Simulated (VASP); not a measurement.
# P: single point with PBE

The system is P.

```
P
1.0
     2.42469    0.00000    0.00000
     0.00000    2.43854    0.00000
    -0.02031    0.00000    4.85243
P
2
Direct
  0.00000 0.00000 0.74943
  0.00000 0.00000 0.25057
```

This isn't the form of P at room conditions, which is orthorhombic.

| Property | Result |
| --- | --- |
| Program | VASP 6.6.1 |
| Task | single point |
| Functional | PBE |
| Potentials or basis | VASP PAW PBE potentials, release 64 (P) |
| Cutoff | 520 eV |
| k mesh | 11 × 11 × 6 |
| Occupations | fermi-dirac, width 0.05 eV |
| Spin | no spin polarisation |

| Quantity | Value |
| --- | --- |
| Pressure | 1.9 GPa |
| Largest force | 0.005 eV/Å |
| Band gap on the k mesh | none (metal or under the smearing width) |

Forces on the atoms (eV/Å):
```
P    0.000  0.000  0.005
P    0.000  0.000 -0.005
```

Stress tensor (GPa, compression positive):
```
2.81 0.00 0.23
0.00 1.55 0.00
0.23 0.00 1.36
```

Levels at points of the mesh, in eV from the Fermi level:
| k point | band 3 | band 4 | band 5 | band 6 | band 7 | band 8 |
| --- | --- | --- | --- | --- | --- | --- |
| (0.00, 0.00, 0.00) | -8.73 | 5.02 | 5.23 | 5.27 | 6.82 | 6.89 |
| (0.00, 0.00, 0.50) | -3.05 | -3.01 | 6.10 | 6.14 | 6.34 | 6.38 |

It took 25 s on 1 thread of Intel(R) Xeon(R) Platinum 8488C (Sapphire Rapids), on a shared host, peak memory 0.16 GiB.
